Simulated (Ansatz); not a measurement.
# Ruthenium, hcp: B3LYP at the BLYP geometry

How do the levels change when part of the exchange is made exact, and what does it cost? Spin polarisation is left out. The cell comes from an earlier BLYP relaxation. Exact exchange is dear, so the k-mesh is coarse, and BLYP is run on the same mesh for comparison.

Program: Ansatz 0.2.0. Level of theory: DFT, plane waves (420 eV) with PBE-made PAW files, scalar-relativistic; functionals as named at each step. These are calculated values, not measurements.

## (1) Starting point

It takes space group P6_3/mmc (No. 194, hexagonal). Conventional cell: a = 2.768 Å, b = 2.768 Å, c = 4.348 Å, α = 90.00°, β = 90.00°, γ = 120.00°. Ru (site symmetry -6m2) has 12 Ru at 2.70 to 2.77 Å as nearest neighbours.

Structure file:

```xyz
2
Lattice="2.7683 0.0000 0.0000 -1.3842 2.3974 0.0000 0.0000 0.0000 4.3483" Properties=species:S:1:pos:R:3 pbc="T T T"
Ru    0.0000    1.5983    1.0871
Ru    1.3842    0.7991    3.2612
```

## (2) BLYP on the coarse mesh

The run with BLYP.

The input, input.yaml:

```yaml
crystal:
  lattice:
    - [2.7683314406, 0.0, 0.0]
    - [-1.3841657203, 2.3974453537, 0.0]
    - [0.0, 0.0, 4.348274464]
  atoms:
    - { symbol: Ru, position: [0.3333333333, 0.6666666667, 0.25] }
    - { symbol: Ru, position: [0.6666666667, 0.3333333333, 0.75] }
hamiltonian:
  xc: blyp
  pseudopotentials:
    kind: paw
    azcp:
      Ru: "pseudopotentials/Ru.paw.azcp"
basis:
  ecutwfc: 420
  fft_grid_basis: typed
kpoints:
  mp_grid: { grid: [7, 7, 4], shift: [0, 0, 0] }
magnetization:
  spin_polarized: false
scf:
  occupations: { method: fermi_dirac, width: 0.1 }
```

The program printed, cut to the lines that bear on the results:

```text
Warning: RAYON_NUM_THREADS=4 ignored (pool sized by the plan → 4); use --threads N
[...]
Pseudopotentials: kind: paw
Pseudopotential: Ru, paw, valence charge 16, recommended cutoff 420 eV (normal), <dir>
Functional definition: BLYP
[...]
Crystal: 2 atoms, lattice volume = 28.859 Å³
Basis set: ecut = 420 eV, 579 PW (Γ), exchange–correlation on 40×40×60 points (8 copies of the dense FFT grid, shifted against one another)
Bands: 20, of which v1, the nominal top of the filled ones, is band 16 counted from 1 (15 counted from 0)
Symmetry: 24 space group operations
Space group: P63/mmc (ITA 194), of the structure as read, at distance tolerance 3.1e-5 Å
k-points: 24 of 196
[...]
SCF iter   1: F=—  HF=-11784.901302 eV  |F-HF|=—  |Δ(HF+E_count)|=         —  Δρ=1.84e-2  dr2=8.69e-2  ethr=1.77e-3  ⟨swp⟩=5.1  Hψ=4380  notcnv=0  defer=5
[...]
SCF iter   6: F=-11784.881964 eV  HF=-11784.881964 eV  |F-HF|=2.59e-9  |Δ(HF+E_count)|=   3.70e-7  Δρ=1.40e-5  dr2=3.12e-8  ethr=3.13e-10  ⟨swp⟩=3.0  Hψ=1111  notcnv=0
[...]
SCF converged after 6 iterations
Free energy (F): -11784.881964 eV
[...]
E sigma→0 (E₀):  -11784.839062 eV
Entropy (-TS):   -0.085804 eV (-42.902 meV/atom)
Fermi energy:    22.365534 eV
[...]
```

Run time: 0.31 s. Hardware: 4 threads of an x86-64 CPU, shared host; peak memory 0.34 GiB.

## (3) B3LYP, coarse mesh

The run with B3LYP.

Changes to input.yaml since step 2:

```diff
@@ -9,3 +9,3 @@
 hamiltonian:
-  xc: blyp
+  xc: b3lyp
   pseudopotentials:
```

The program printed, cut to the lines that bear on the results:

```text
Warning: RAYON_NUM_THREADS=4 ignored (pool sized by the plan → 4); use --threads N
[...]
[... 2 set-up lines as earlier in the session ...]
Functional definition: B3LYP
[...]
Crystal: 2 atoms, lattice volume = 28.859 Å³
Basis set: ecut = 420 eV, 579 PW (Γ), exchange–correlation on 40×40×60 points (8 copies of the dense FFT grid, shifted against one another)
Bands: 20, of which v1, the nominal top of the filled ones, is band 16 counted from 1 (15 counted from 0)
[... 2 set-up lines as earlier in the session ...]
k-points: 24 of 196
[...]
SCF iter   1: F=—  HF=-11777.165498 eV  |F-HF|=—  |Δ(HF+E_count)|=         —  Δρ=1.69e-2  dr2=7.08e-2  ethr=1.77e-3  ⟨swp⟩=5.4  Hψ=1750  notcnv=0
[...]
Frozen-core exchange: fock
[...]
SCF iter   4: F=-11779.469603 eV  HF=-11779.469603 eV  |F-HF|=1.39e-8  |Δ(HF+E_count)|=   1.20e-6  Δρ=8.56e-6  dr2=9.46e-8  ethr=2.82e-10  ⟨swp⟩=3.2  Hψ=1300  notcnv=0
[...]
hybrid outer 2: dexx = +2.365e-5 eV, tail = 3.08e-7 eV, Δε = 1.58e-2 eV (about 2.64e-3 eV left of the loop's levels)
hybrid SCF converged: 2 outer / 10 inner (+7 warm-up), last move |dexx| = 2.37e-5 eV, tail = 3.08e-7 eV
Stability not checked: this state was not tested for a lower state beside it, because the functional holds exact exchange (a hybrid, or Hartree-Fock), whose exchange loop this test does not read (fock_operator; see scf.lower_state_search)
Free energy (F): -11779.469603 eV
Frozen-core exchange: fock
[...]
E sigma→0 (E₀):  -11779.448849 eV
Entropy (-TS):   -0.041508 eV (-20.754 meV/atom)
Fermi energy:    21.832701 eV
[...]
--- Band table (eV; the first three rows and the last of 24) ---
  k-point 0: bands = ["-55.0165", "-54.8295", "-24.4061", "-23.4454", "-23.4454", "-23.3112", "-23.2768", "-23.2768", "13.3691", "15.1590", "18.7327", "18.7327", "18.9667", "19.4201", "19.4201", "19.8548", "19.8548", "23.3924", "23.3924", "23.6336"]
[...]
```

Wall time 3.5 s (4 threads of an x86-64 CPU, shared host); peak memory 0.97 GiB.

## (4) The functionals compared

```csv
functional,gap on the mesh,Fermi energy (eV),SCF cycles,exchange loops,CPU time
BLYP,none (levels filled in part),22.366,6,-,0.63 s
B3LYP,none (levels filled in part),21.833,17,2,9.8 s
```

## (5) Summary of results

```
                         quantity                         value
                        BLYP: gap  none (levels filled in part)
                       B3LYP: gap  none (levels filled in part)
B3LYP: SCF cycles, exchange loops                         17, 2
B3LYP: CPU time over that of BLYP                            16
```

In words: Neither BLYP nor B3LYP shows a clean gap on this mesh. The hybrid took 16 times as much CPU time as BLYP on the same settings. The exchange operator of B3LYP was renewed in 2 outer loops. The cell taken over is 6 % larger than the measured one (13.55 Å³/atom, COD). The total energies in the logs cannot be compared from one functional to another.
